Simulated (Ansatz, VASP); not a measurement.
# La in VASP and in Ansatz

```
La
1.0
    -2.11449    2.11449    2.11449
     2.11449   -2.11449    2.11449
     2.11449    2.11449   -2.11449
La
1
Direct
  0.00000 0.00000 0.00000
```

Alike in both runs: functional PBE; k mesh 13 × 13 × 13; occupations fermi-dirac, width 0.08 eV; no spin polarisation.

Ansatz relaxed the structure, and its values are those at the end. VASP's run is a single point on that final structure, the one shown.

|  | VASP | Ansatz |
| --- | --- | --- |
| version | VASP 6.6.1 | Ansatz 0.2.0 |
| potentials or method | VASP PAW PBE potentials, release 64 (La) | PAW with Ansatz's default frozen-core files, scalar-relativistic |
| plane-wave cutoff (eV) | 520 | 420 |
| valence electrons in the cell | 11 | 11 |

|  | VASP | Ansatz | Ansatz less VASP |
| --- | --- | --- | --- |
| pressure (GPa) | 0.0 | 0.0 | -0.04 |

With one functional, cell and mesh, what is left measures potentials, basis and numerics.

Spin-orbit coupling is left out, which matters for the levels of La.
